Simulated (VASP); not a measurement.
# RuS (F-43m) in VASP: further runs, part 2 of 2

VASP 6.6.1.

## (3) Single point, r2SCAN+U, collinear spin, ferromagnetic start

Contents of INCAR:

```
PREC = Accurate
ENCUT = 520
EDIFF = 1E-6
ISMEAR = 0
SIGMA = 0.05
LREAL = F
LASPH = T
NELM = 80
ALGO = Normal
ISIF = 2
LWAVE = F
LCHARG = F
ISPIN = 2
MAGMOM = 1 0
LORBIT = 11
NUPDOWN = 1
LMAXMIX = 4
LDAU = T
LDAUTYPE = 2
LDAUL = 2 -1
LDAUU = 8 0
LDAUJ = 0 0
LDAUPRINT = 1
METAGGA = R2SCAN
LMIXTAU = T
```

Contents of KPOINTS:

```
Automatic mesh
0
Gamma
  6 6 6
```

Contents of POSCAR:

```
RuS
1.0
    0.0000000000      2.7642955000      2.7642955000
    2.7642955000      0.0000000000      2.7642955000
    2.7642955000      2.7642955000      0.0000000000
Ru S
1 1
Direct
    0.0000000000      0.0000000000      0.0000000000
    0.2500000000      0.2500000000      0.2500000000
```

Potentials or basis: VASP PAW PBE potentials, release 64 (Ru_pv, S).

The run is started by

```
$ cat potpaw_PBE.64/Ru_pv/POTCAR potpaw_PBE.64/S/POTCAR > POTCAR
$ mpirun -np 1 vasp_std > vasp.out
```

OUTCAR:

```text
PREC = Accurate
   ENCUT = 520
   EDIFF = 1E-6
   ISMEAR = 0
   LREAL = F
   LASPH = T
   NELM = 80
   ISIF = 2
   ISPIN = 2
   LORBIT = 11
   NUPDOWN = 1
   METAGGA = R2SCAN

 ion  position               nearest neighbor table
   1  0.000  0.000  0.000-   2 2.39   2 2.39   2 2.39   2 2.39
   2  0.250  0.250  0.250-   1 2.39   1 2.39   1 2.39   1 2.39

  LATTYP: Found a face centered cubic cell.
 ALAT       =     5.5285910000

  Lattice vectors:

 A1 = (   0.0000000000,   2.7642955000,   2.7642955000)
 A2 = (   2.7642955000,   0.0000000000,   2.7642955000)
 A3 = (   2.7642955000,   2.7642955000,   0.0000000000)

Analysis of symmetry for initial positions (statically):
=====================================================================
 Subroutine PRICEL returns:
 Original cell was already a primitive cell.

 Routine SETGRP: Setting up the symmetry group for a
 face centered cubic supercell.

[... 801 lines left out ...]
      9       3.6659      1.00000
     10       6.0166      1.00000
     11       8.6195      0.00000
     12       9.0145      0.00000
     13      13.2565      0.00000
     14      13.3719      0.00000
     15      15.2888      0.00000

------------------------ aborting loop because EDIFF is reached ----------------------------------------

  FORCE on cell =-STRESS in cart. coord.  units (eV):
  Direction    XX          YY          ZZ          XY          YZ          ZX
  --------------------------------------------------------------------------------------
  -------------------------------------------------------------------------------------
  Total       -1.3504811     -1.3504811     -1.3504811     -0.0000000      0.0000000      0.0000000
  in kB      -51.2171831    -51.2171831    -51.2171831     -0.0000000      0.0000000      0.0000000
  external PRESSURE =     -51.2171831 kB  Pullay stress =       0.0000000 kB

 VOLUME and BASIS-vectors are now :
 -----------------------------------------------------------------------------
  energy-cutoff  :      520.00
  volume of cell :       42.25
      direct lattice vectors                 reciprocal lattice vectors
     0.000000000  2.764295500  2.764295500    -0.180877913  0.180877913  0.180877913
     2.764295500  0.000000000  2.764295500     0.180877913 -0.180877913  0.180877913
     2.764295500  2.764295500  0.000000000     0.180877913  0.180877913 -0.180877913

 POSITION                                       TOTAL-FORCE (eV/Angst)
 -----------------------------------------------------------------------------------
      0.00000      0.00000      0.00000         0.000000     -0.000000     -0.000000
      1.38215      1.38215      1.38215        -0.000000      0.000000      0.000000
 -----------------------------------------------------------------------------------
    total drift:                                0.000001      0.000001      0.000001

  FREE ENERGIE OF THE ION-ELECTRON SYSTEM (eV)
  ---------------------------------------------------
  free  energy   TOTEN  =       -25.9192483063 eV

  energy  without entropy=      -25.9170502174  energy(sigma->0) =      -25.91814926

 total charge

# of ion       s       p       d       tot
------------------------------------------
    1        0.263   6.162   6.127  12.552
    2        1.325   2.334   0.000   3.658
--------------------------------------------------
tot          1.588   8.495   6.127  16.211

 magnetization (x)

# of ion       s       p       d       tot
------------------------------------------
    1        0.020  -0.005   1.572   1.587
    2       -0.011  -0.393   0.000  -0.404
--------------------------------------------------
tot          0.009  -0.398   1.572   1.183
```

It took 1.9 min on 1 thread of Intel Xeon Platinum 8375C at 2.90GHz (Ice Lake), shared host; peak memory 0.2 GiB.

Results:

* Free energy: -25.9192 eV
* Pressure: -5.1 GPa
* Net moment: 1.00 μB per cell
* Site moments: Ru +1.59; S -0.40 μB
* Valence electrons inside the program's atomic spheres: Ru 12.55; S 3.66

Eigenvalues of the final occupation matrices:
| site | spin | trace | eigenvalues |
| --- | --- | --- | --- |
| site 1 d | 1 | 3.88 | 0.74 0.74 0.74 0.83 0.83 |
| site 1 d | 2 | 2.30 | 0.18 0.18 0.18 0.88 0.88 |

Caveat: the PAW data sets were made with another functional, which shifts forces and pressure a little; the total moment is fixed, so each spin has its own Fermi level. The state reached can hang on the start; a lower one may exist.

## (4) Single point, PBEsol+U, collinear spin, ferromagnetic start

Contents of INCAR:

```
SYSTEM = RuS
  ALGO = Fast
  EDIFF = 1E-6
  ENCUT = 520
  GGA = PS
  ISIF = 2
  ISMEAR = 0
  ISPIN = 2
  LASPH = .True.
  LCHARG = .False.
  LDAU = .True.
  LDAUJ = 0 0
  LDAUL = 2 -1
  LDAUPRINT = 1
  LDAUTYPE = 2
  LDAUU = 7 0
  LMAXMIX = 4
  LORBIT = 11
  LREAL = .False.
  LWAVE = .False.
  MAGMOM = 1 0
  NELM = 100
  PREC = Accurate
  SIGMA = 0.05
```

Contents of KPOINTS:

```
k-points
0
Gamma
  6 6 6
  0 0 0
```

POSCAR is that of step 3.

The run is started by

```
$ cat potpaw_PBE.64/Ru_pv/POTCAR potpaw_PBE.64/S/POTCAR > POTCAR
$ mpirun -np 1 vasp_std > vasp.out
```

It took 76 s on 1 thread of AMD EPYC, shared host; peak memory 0.16 GiB.

The run converged. Its results:

| Property | Result |
| --- | --- |
| Free energy | -7.5790 eV |
| Pressure | 1.0 GPa |
| Band gap on the k mesh | none (metal or under the smearing width) |
| Net moment | 2.00 μB per cell |
| Site moments | Ru +2.06; S -0.24 μB |
| Valence electrons inside the program's atomic spheres | Ru 12.56; S 3.67 |

Levels at points of the mesh, in eV from the Fermi level:
Spin up:
| k point | band 8 | band 9 | band 10 | band 11 | band 12 | band 13 | band 14 | band 15 |
| --- | --- | --- | --- | --- | --- | --- | --- | --- |
| (0.00, 0.00, 0.00) | -3.36 | -3.36 | 1.71 | 2.00 | 2.00 | 2.00 | 7.69 | 7.69 |
| (0.50, 0.00, 0.00) | -3.20 | -3.20 | -2.94 | 0.55 | 0.55 | 4.19 | 7.76 | 8.28 |
| (0.50, 0.50, 0.00) | -3.47 | -2.89 | -1.98 | -1.41 | -1.41 | 4.59 | 6.48 | 10.09 |
Spin down:
```
           k point  band 6  band 7  band 8  band 9  band 10  band 11  band 12  band 13
(0.00, 0.00, 0.00)   -3.50   -3.50   -2.56   -2.56     2.31     5.50     5.50     5.50
(0.50, 0.00, 0.00)   -3.97   -3.97   -1.52   -1.52     2.24     3.87     3.87     4.87
(0.50, 0.50, 0.00)   -3.20   -3.20   -2.04   -1.36     0.62     3.13     3.13     6.89
```

Eigenvalues of the final occupation matrices:
```tsv
site	spin	trace	eigenvalues
site 1 d	1	4.09	0.79 0.79 0.79 0.85 0.85
site 1 d	2	2.07	0.12 0.12 0.12 0.86 0.86
```

Caveat: the PAW data sets were made with another functional, which shifts forces and pressure a little. The state reached can hang on the start; a lower one may exist.

## (5) The runs side by side

```tsv
level	spin	U	fixed moment (μB)	gap on the mesh (eV)	pressure (GPa)	moment (μB)
r2SCAN+U	collinear, random start	Ru d U = 8 eV	-	none	7.5	2.00
r2SCAN+U	collinear, ferromagnetic start	Ru d U = 8 eV	1	-	-5.1	1.00
PBEsol+U	collinear, ferromagnetic start	Ru d U = 7 eV	-	none	1.0	2.00
```

Alike in all rows: task single point; potentials or basis VASP PAW PBE potentials, release 64 (Ru_pv, S); cell as given; k mesh 6 × 6 × 6; cutoff (eV) 520; smearing gaussian 0.05 eV.

The pressure there spans -5.1 GPa (r2SCAN+U) to 7.5 GPa (r2SCAN+U); a positive pressure means that this level wants a larger cell, a negative one a smaller.

Caveats: the PAW data sets were made with another functional, which shifts forces and pressure a little; the total moment is fixed, so each spin has its own Fermi level (some runs).

Total energies depend on the potentials used, so only differences within one code and one set of settings carry meaning.
